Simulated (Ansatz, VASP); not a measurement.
One calculation of Ru, two programs

```xyz
1
Lattice="0.0000 1.8891 1.8891 1.8891 0.0000 1.8891 1.8891 1.8891 0.0000" Properties=species:S:1:pos:R:3 pbc="T T T"
Ru    0.0000    0.0000    0.0000
```

This isn't the form of Ru at room conditions, which is hcp.

Alike in both runs: task single point; functional PBE; k mesh 12 × 12 × 12; occupations fermi-dirac, width 0.05 eV; no spin polarisation.

|  | VASP | Ansatz |
| --- | --- | --- |
| version | VASP 6.6.1 | Ansatz 0.2.0 |
| potentials or method | VASP PAW PBE potentials, release 64 (Ru_pv) | Ansatz PAW |
| plane-wave cutoff (eV) | 520 | 420 |
| valence electrons in the cell | 14 | 16 |

|  | VASP | Ansatz | Ansatz less VASP |
| --- | --- | --- | --- |
| gap on the k mesh at the Fermi level (eV) | none | none | - |
| pressure (GPa) | 8.1 | 8.1 | +0.07 |

A gap of «none» marks a metal or a gap that the smearing closes. The two sets of potentials don't hold the same shells in valence.
